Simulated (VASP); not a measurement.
## C (Diamond): cell size and functional

How much does the relaxed cell of C (Diamond) depend on the functional? The starting structure is a measured crystal structure from the Crystallography Open Database. The first relaxation on each setting starts from this cell expanded by 3 % in volume.

Program: VASP 6.6.1. Level of theory: Kohn-Sham DFT with plane waves and PAW; PBEsol, LDA, PBE, PBEsol + D3(BJ), r2SCAN, r2SCAN + rVV10, rev-vdW-DF2 and PBE + D3(BJ). Results are calculated unless marked as measured.

### 1. The starting structure

Symmetry: Fd-3m, No. 227, cubic system. The conventional cell has a = 3.567 Å, b = 3.567 Å, c = 3.567 Å, α = 90.00°, β = 90.00°, γ = 90.00°. C has 4 C at 1.54 Å nearest.

### 2. Relaxation with PBEsol

PBEsol restores the gradient expansion of exchange and is tuned for the cells of solids. This run starts from the cell of an earlier relaxation, which isn't shown; the restart sets up the plane waves anew.

INCAR

```
SYSTEM = C
PREC = Accurate
ENCUT = 520
EDIFF = 1E-06
NELM = 100
ISMEAR = 0
SIGMA = 0.03
LREAL = .FALSE.
ALGO = Normal
GGA = PS
NBANDS = 10
LORBIT = 11
LWAVE = .FALSE.
LCHARG = .FALSE.
KPAR = 8
IBRION = 2
NSW = 50
ISIF = 3
EDIFFG = -0.006
```

POSCAR

```
C
1.0
    0.0000000000      1.7780041373      1.7780041373
    1.7780041373      0.0000000000      1.7780041373
    1.7780041373      1.7780041373      0.0000000000
C
2
Direct
    0.7500000000      0.7500000000      0.7500000000
    0.5000000000      0.5000000000      0.5000000000
```

KPOINTS

```
Automatic mesh
0
Gamma
10 10 10
0 0 0
```

The projector-augmented-wave data sets are C (PBE family, release 64).

On the command line:

```console
$ mpirun -np 8 vasp_std
```

Output:

```text
[banner, memory and clock lines left out]
running    8 mpi-ranks, on    1 nodes
 distrk:  each k-point on    1 cores,    8 groups
 distr:  one band on    1 cores,    1 groups

 POSCAR found type information on POSCAR C
 POSCAR found :  1 types and       2 ions
|                                                                             |
|           W    W    AA    RRRRR   N    N  II  N    N   GGGG   !!!           |
|           W    W   A  A   R    R  NN   N  II  NN   N  G    G  !!!           |
|           W    W  A    A  R    R  N N  N  II  N N  N  G       !!!           |
|           W WW W  AAAAAA  RRRRR   N  N N  II  N  N N  G  GGG   !            |
|           WW  WW  A    A  R   R   N   NN  II  N   NN  G    G                |
|           W    W  A    A  R    R  N    N  II  N    N   GGGG   !!!           |
|                                                                             |
|     For optimal performance we recommend to set                             |
|       NCORE = 2 up to number-of-cores-per-socket                            |
|     NCORE specifies how many cores store one orbital (NPAR=cpu/NCORE).      |
|     This setting can greatly improve the performance of VASP for DFT.       |
|     The default, NCORE=1 might be grossly inefficient on modern             |
|     multi-core architectures or massively parallel machines. Do your        |
|     Unfortunately you need to use the default for GW and RPA                |
|     calculations (for HF NCORE is supported but not extensively tested      |
|     yet).                                                                   |
|                                                                             |

|                                                                             |
|               ----> ADVICE to this user running VASP <----                  |
|                                                                             |
|     You enforced a specific xc type in the INCAR file but a different       |
|     [... a line on the potential file left out ...]
|     I HOPE YOU KNOW WHAT YOU ARE DOING!                                     |
|                                                                             |

 LDA part: xc-table for (Slater+PW92), standard interpolation
 POSCAR, INCAR and KPOINTS ok, starting setup
 FFT: planning ... GRIDC
 FFT: planning ... GRID_SOFT
 FFT: planning ... GRID
 WAVECAR not read
 entering main loop
       N       E                     dE             d eps       ncg     rms          rms(c)
DAV:   1     0.136320936348E+01    0.13632E+01   -0.47745E+03   978   0.763E+02
DAV:   2    -0.195458857873E+02   -0.20909E+02   -0.20088E+02  1206   0.136E+02
DAV:   3    -0.199299517080E+02   -0.38407E+00   -0.38311E+00  1132   0.147E+01
DAV:   4    -0.199306057108E+02   -0.65400E-03   -0.65398E-03  1032   0.714E-01
DAV:   5    -0.199306064071E+02   -0.69631E-06   -0.69636E-06  1076   0.234E-02    0.566E+00
DAV:   6    -0.194252476111E+02    0.50536E+00   -0.27804E-01   972   0.388E+00    0.334E+00
DAV:   7    -0.192492276909E+02    0.17602E+00   -0.32978E-01  1022   0.427E+00    0.703E-01
DAV:   8    -0.192497367946E+02   -0.50910E-03   -0.68123E-03   990   0.703E-01    0.287E-02
DAV:   9    -0.192497522313E+02   -0.15437E-04   -0.15991E-05  1134   0.381E-02    0.206E-02
DAV:  10    -0.192497598853E+02   -0.76540E-05   -0.33522E-06   992   0.176E-02    0.424E-03
DAV:  11    -0.192497597428E+02    0.14254E-06   -0.65432E-08   530   0.247E-03
   1 F= -.19249760E+02 E0= -.19249760E+02  d E =-.192498E+02
 curvature:   0.00 expect dE= 0.000E+00 dE for cont linesearch  0.000E+00
 trial: gam= 0.00000 g(F)=  0.127E-47 g(S)=  0.239E-04 ort = 0.000E+00 (trialstep = 0.100E+01)
 search vector abs. value=  0.239E-04
 bond charge predicted
       N       E                     dE             d eps       ncg     rms          rms(c)
DAV:   1    -0.192497647715E+02   -0.48862E-05   -0.47851E-04  1014   0.193E-01    0.201E-02
DAV:   2    -0.192497588501E+02    0.59215E-05   -0.60267E-06  1026   0.207E-02    0.110E-02
DAV:   3    -0.192497563111E+02    0.25390E-05   -0.40074E-06   978   0.146E-02    0.162E-03
DAV:   4    -0.192497562814E+02    0.29624E-07   -0.47821E-08   476   0.211E-03
   2 F= -.19249756E+02 E0= -.19249756E+02  d E =0.346134E-05
 trial-energy change:    0.000003  1 .order    0.000003   -0.000024    0.000031
 step:   0.4384(harm=  0.4384)  dis= 0.00000  next Energy=   -19.249765 (dE=-0.524E-05)
 bond charge predicted
       N       E                     dE             d eps       ncg     rms          rms(c)
DAV:   1    -0.192497672229E+02   -0.10912E-04   -0.14969E-04  1014   0.108E-01    0.112E-02
DAV:   2    -0.192497654605E+02    0.17624E-05   -0.18758E-06   958   0.115E-02    0.618E-03
DAV:   3    -0.192497648459E+02    0.61459E-06   -0.12327E-06   734   0.815E-03
   3 F= -.19249765E+02 E0= -.19249765E+02  d E =-.510314E-05
 curvature:  -0.22 expect dE=-0.893E-10 dE for cont linesearch -0.893E-10
 trial: gam=-0.00411 g(F)=  0.433E-47 g(S)=  0.408E-09 ort = 0.987E-07 (trialstep = 0.888E+00)
 search vector abs. value=  0.100E-09
 reached required accuracy - stopping structural energy minimisation
```

Wall time 3.4 s (8 MPI ranks of AMD EPYC 7R43, shared host); peak memory 0.66 GiB; 21 s of CPU time.

Lines that name or quote the potential files are left out of all logs, and their timing lines are given in words.

From OUTCAR (step 2):

```text
ion  position               nearest neighbor table
   1  0.750  0.750  0.750-   2 1.54   2 1.54   2 1.54   2 1.54
   2  0.500  0.500  0.500-   1 1.54   1 1.54   1 1.54   1 1.54

  LATTYP: Found a face centered cubic cell.
 ALAT       =     3.5560082746

 Subroutine GETGRP returns: Found 48 space group operations
 (whereof 24 operations were pure point group operations)

The static configuration has the point symmetry T_d .
 The point group associated with its full space group is O_h .

 Found     47 irreducible k-points:

   k-points           NKPTS =     47   k-points in BZ     NKDIM =     47   number of bands    NBANDS=     10

   dimension x,y,z NGX =    20 NGY =   20 NGZ =   20
   dimension x,y,z NGXF=    40 NGYF=   40 NGZF=   40

   ENCUT  =  520.0 eV  38.22 Ry    6.18 a.u.   4.68  4.68  4.68*2*pi/ulx,y,z

   NELECT =       8.0000    total number of electrons

 k-points in reciprocal lattice and weights: Automatic mesh
   0.00000000  0.00000000  0.00000000       0.001
   0.10000000  0.00000000  0.00000000       0.008
   0.20000000  0.00000000  0.00000000       0.008
   0.30000000  0.00000000  0.00000000       0.008
   0.40000000  0.00000000  0.00000000       0.008
   0.50000000  0.00000000  0.00000000       0.004
   0.10000000  0.10000000  0.00000000       0.006
   0.20000000  0.10000000  0.00000000       0.024
   0.30000000  0.10000000  0.00000000       0.024
[...]
-0.30000000  0.40000000  0.20000000       0.024
  -0.30000000  0.50000000  0.20000000       0.012

 average (electrostatic) potential at core
       1 -45.3593       2 -45.3593

 E-fermi :  10.0029

 k-point     1 :       0.0000    0.0000    0.0000
  band No.  band energies     occupation
      1     -11.8038      2.00000
      2       9.8323      2.00000
      3       9.8323      2.00000
      4       9.8323      2.00000
      5      15.3947      0.00000
      6      15.3947      0.00000
      7      15.3947      0.00000
      8      23.3944      0.00000
      9      28.8989      0.00000
    ...

 k-point     2 :       0.1000    0.0000    0.0000
  band No.  band energies     occupation
      1     -11.5246      2.00000
      2       8.1341      2.00000
      3       9.3775      2.00000
      4       9.3775      2.00000
      5      15.9909      0.00000
      6      15.9909      0.00000
      7      16.3585      0.00000
      8      23.6074      0.00000
      9      29.3542      0.00000
    ...

 k-point     3 :       0.2000    0.0000    0.0000
  band No.  band energies     occupation
      1     -10.6919      2.00000
      2       4.8959      2.00000
      3       8.4894      2.00000
      4       8.4894      2.00000
      5      17.1315      0.00000
      6      17.1315      0.00000
      7      17.6006      0.00000
      8      24.1884      0.00000
      9      30.1398      0.00000
    ...

  Total        0.0000750      0.0000750      0.0000750      0.0000000      0.0000000     -0.0000000
  in kB        0.0106898      0.0106898      0.0106898      0.0000000      0.0000000     -0.0000000
  external PRESSURE =       0.0106898 kB  Pullay stress =       0.0000000 kB

  energy-cutoff  :      520.00
  volume of cell :       11.25
      direct lattice vectors                 reciprocal lattice vectors
     0.000000000  1.778345970  1.778345970    -0.281160139  0.281160139  0.281160139
     1.778345970  0.000000000  1.778345970     0.281160139 -0.281160139  0.281160139
     1.778345970  1.778345970  0.000000000     0.281160139  0.281160139 -0.281160139

 POSITION                                       TOTAL-FORCE (eV/Angst)
 -----------------------------------------------------------------------------------
      2.66752      2.66752      2.66752         0.000000      0.000000     -0.000000
      1.77835      1.77835      1.77835        -0.000000     -0.000000      0.000000
 -----------------------------------------------------------------------------------
    total drift:                                0.000000     -0.000000      0.000000

  FREE ENERGIE OF THE ION-ELECTRON SYSTEM (eV)
  ---------------------------------------------------
  free  energy   TOTEN  =       -19.2497648459 eV

  energy  without entropy=      -19.2497648459  energy(sigma->0) =      -19.24976485

 reached required accuracy - stopping structural energy minimisation

 total charge
# of ion       s       p       d       tot
------------------------------------------
    1        0.825   1.751   0.000   2.576
    2        0.825   1.751   0.000   2.576
--------------------------------------------------
tot          1.650   3.503   0.000   5.153

[... 3 further parts left out ...]
```

CONTCAR:

```
C
   1.00000000000000
     0.0000000000000000    1.7783459698814621    1.7783459698814621
     1.7783459698814621    0.0000000000000000    1.7783459698814621
     1.7783459698814621    1.7783459698814621    0.0000000000000000
  C
     2
Direct
     0.7500000000000000    0.7500000000000000    0.7500000000000000
     0.5000000000000000    0.5000000000000000    0.5000000000000000
```

The PAW data sets were made with PBE, which is usual practice but a small mismatch for other functionals. The run keeps the 48 symmetry operations of its start, so it cannot find a distortion of lower symmetry.

With PBEsol the relaxed cell holds 5.624 Å³ an atom, -0.84 % against the measured cell, with a = 3.557 Å. Pressures at 0.985 and 1.015 times this volume, from two more relaxations that aren't shown, give a bulk modulus of 451.2 GPa.

### 3. Relaxation with LDA

LDA, the lowest rung, knows the local density alone. This run starts from the cell of an earlier relaxation, which isn't shown; the restart sets up the plane waves anew.

INCAR, as its differences from that of step 2:

```diff
@@ -9,3 +9,3 @@
 ALGO = Normal
-GGA = PS
+GGA = CA
 NBANDS = 10
```

POSCAR

```
C
1.0
    0.0000000000      1.7675323169      1.7675323169
    1.7675323169      0.0000000000      1.7675323169
    1.7675323169      1.7675323169      0.0000000000
C
2
Direct
    0.7500000000      0.7500000000      0.7500000000
    0.5000000000      0.5000000000      0.5000000000
```

KPOINTS is that of step 2.

Potentials, in the order of the species: C (LDA family, release 64).

On the command line:

```console
$ mpirun -np 8 vasp_std
```

Output:

```text
[banner, memory and clock lines left out]
running    8 mpi-ranks, on    1 nodes
[...]
[... a notice as in an earlier step ...]

 LDA part: xc-table for (Slater(with rela. corr.)+CA(PZ))
 , standard interpolation
 POSCAR, INCAR and KPOINTS ok, starting setup
[...]
entering main loop
       N       E                     dE             d eps       ncg     rms          rms(c)
DAV:   1    -0.176992049372E+01   -0.17699E+01   -0.49092E+03   996   0.773E+02
DAV:   2    -0.207908766132E+02   -0.19021E+02   -0.18547E+02  1278   0.129E+02
DAV:   3    -0.211068861420E+02   -0.31601E+00   -0.31523E+00  1104   0.134E+01
DAV:   4    -0.211075287196E+02   -0.64258E-03   -0.64255E-03  1054   0.703E-01
[...]
DAV:   9    -0.202453828033E+02    0.11715E-04   -0.32941E-05  1040   0.482E-02    0.196E-02
DAV:  10    -0.202453842626E+02   -0.14592E-05   -0.17589E-06   998   0.119E-02    0.445E-03
DAV:  11    -0.202453842065E+02    0.56038E-07   -0.55974E-08   542   0.198E-03
   1 F= -.20245384E+02 E0= -.20245384E+02  d E =-.202454E+02
[...]
N       E                     dE             d eps       ncg     rms          rms(c)
DAV:   1    -0.202453903539E+02   -0.60913E-05   -0.59359E-04   996   0.212E-01    0.219E-02
DAV:   2    -0.202453828745E+02    0.74794E-05   -0.80785E-06  1026   0.241E-02    0.121E-02
DAV:   3    -0.202453797881E+02    0.30864E-05   -0.51567E-06   978   0.164E-02    0.154E-03
DAV:   4    -0.202453797660E+02    0.22088E-07   -0.67053E-08   480   0.253E-03
   2 F= -.20245380E+02 E0= -.20245380E+02  d E =0.444053E-05
 trial-energy change:    0.000004  1 .order    0.000005   -0.000030    0.000039
 step:   0.4314(harm=  0.4314)  dis= 0.00000  next Energy=   -20.245391 (dE=-0.643E-05)
[...]
N       E                     dE             d eps       ncg     rms          rms(c)
DAV:   1    -0.202453941406E+02   -0.14353E-04   -0.19025E-04   992   0.120E-01    0.125E-02
DAV:   2    -0.202453916199E+02    0.25207E-05   -0.25881E-06   976   0.136E-02    0.691E-03
DAV:   3    -0.202453907302E+02    0.88968E-06   -0.16513E-06   820   0.932E-03
   3 F= -.20245391E+02 E0= -.20245391E+02  d E =-.652370E-05
[...]
reached required accuracy - stopping structural energy minimisation
```

The job ended after 2.8 s (8 MPI ranks; peak memory 0.63 GiB).

From OUTCAR (step 3):

```text
  Total        0.0001692      0.0001692      0.0001692      0.0000000      0.0000000      0.0000000
  in kB        0.0245328      0.0245328      0.0245328      0.0000000      0.0000000      0.0000000
  external PRESSURE =       0.0245328 kB  Pullay stress =       0.0000000 kB

 POSITION                                       TOTAL-FORCE (eV/Angst)
 -----------------------------------------------------------------------------------
      2.65186      2.65186      2.65186        -0.000000     -0.000000     -0.000000
      1.76791      1.76791      1.76791         0.000000      0.000000      0.000000
 -----------------------------------------------------------------------------------
    total drift:                                0.000000     -0.000000      0.000000

  FREE ENERGIE OF THE ION-ELECTRON SYSTEM (eV)
  ---------------------------------------------------
  free  energy   TOTEN  =       -20.2453907302 eV

  energy  without entropy=      -20.2453907302  energy(sigma->0) =      -20.24539073

[... 2 parts as in an earlier step ...]

[... 2 further parts left out ...]
[key lines of the parts left out:]
E-fermi :  10.2478
```

With LDA the relaxed cell holds 5.526 Å³ an atom, -2.58 % against the measured cell, with a = 3.536 Å. That is -1.75 % from PBEsol. Pressures at 0.985 and 1.015 times this volume, from two more relaxations that aren't shown, give a bulk modulus of 467.2 GPa.

### 4. Relaxation with PBE

PBE, the usual starting point, adds the gradient of the density. This run starts from the cell of an earlier relaxation, which isn't shown; the restart sets up the plane waves anew.

INCAR, as its differences from that of step 3:

```diff
@@ -9,3 +9,3 @@
 ALGO = Normal
-GGA = CA
+GGA = PE
 NBANDS = 10
```

POSCAR

```
C
1.0
    0.0000000000      1.7866964182      1.7866964182
    1.7866964182      0.0000000000      1.7866964182
    1.7866964182      1.7866964182      0.0000000000
C
2
Direct
    0.7500000000      0.7500000000      0.7500000000
    0.5000000000      0.5000000000      0.5000000000
```

KPOINTS is that of step 3.

The projector-augmented-wave data sets are C (PBE family, release 64).

On the command line:

```console
$ mpirun -np 8 vasp_std
```

Output:

```text
[banner, memory and clock lines left out]
running    8 mpi-ranks, on    1 nodes
[...]
[... a notice as in an earlier step ...]

 LDA part: xc-table for (Slater+PW92), standard interpolation
 POSCAR, INCAR and KPOINTS ok, starting setup
[...]
entering main loop
       N       E                     dE             d eps       ncg     rms          rms(c)
DAV:   1     0.578361890948E+00    0.57836E+00   -0.48252E+03  1004   0.763E+02
DAV:   2    -0.185012371464E+02   -0.19080E+02   -0.18642E+02  1336   0.130E+02
DAV:   3    -0.188132472403E+02   -0.31201E+00   -0.31155E+00  1108   0.132E+01
DAV:   4    -0.188138321485E+02   -0.58491E-03   -0.58489E-03   998   0.674E-01
[...]
DAV:   9    -0.181857288141E+02   -0.35961E-04   -0.67283E-05  1132   0.694E-02    0.238E-02
DAV:  10    -0.181857487129E+02   -0.19899E-04   -0.15808E-05   968   0.381E-02    0.508E-03
DAV:  11    -0.181857487485E+02   -0.35626E-07   -0.19919E-07   840   0.443E-03
   1 F= -.18185749E+02 E0= -.18185749E+02  d E =-.181857E+02
[...]
reached required accuracy - stopping structural energy minimisation
```

The job ended after 2.4 s (8 MPI ranks; peak memory 0.65 GiB).

Parts of OUTCAR (step 4):

```text
  Total        0.0003616      0.0003616      0.0003616      0.0000000      0.0000000      0.0000000
  in kB        0.0507878      0.0507878      0.0507878      0.0000000      0.0000000      0.0000000
  external PRESSURE =       0.0507878 kB  Pullay stress =       0.0000000 kB

 POSITION                                       TOTAL-FORCE (eV/Angst)
 -----------------------------------------------------------------------------------
      2.68004      2.68004      2.68004         0.000000      0.000000      0.000000
      1.78670      1.78670      1.78670        -0.000000     -0.000000     -0.000000
 -----------------------------------------------------------------------------------
    total drift:                                0.000000     -0.000000      0.000000

  FREE ENERGIE OF THE ION-ELECTRON SYSTEM (eV)
  ---------------------------------------------------
  free  energy   TOTEN  =       -18.1857487485 eV

  energy  without entropy=      -18.1857487485  energy(sigma->0) =      -18.18574875

[... 2 parts as in an earlier step ...]

[... 2 further parts left out ...]
[key lines of the parts left out:]
E-fermi :   9.9082
```

With PBE the relaxed cell holds 5.704 Å³ an atom, +0.56 % against the measured cell, with a = 3.573 Å. That is +1.42 % from PBEsol. Pressures at 0.985 and 1.015 times this volume, from two more relaxations that aren't shown, give a bulk modulus of 434.8 GPa.

[end of part 1 of 2]

[Lines on the potential files, build, host, timing and source positions are cut from VASP's logs without a mark.]

[Logs are printed without paths, hosts, clocks, repeated set-up lines and the standing remarks that a program may print on its own settings, such as how far it seeks lower states.]

[Hosts, paths, dates, database ids (printed as entryN), source tags and the programs' standing remarks are cut or masked in the printed files.]
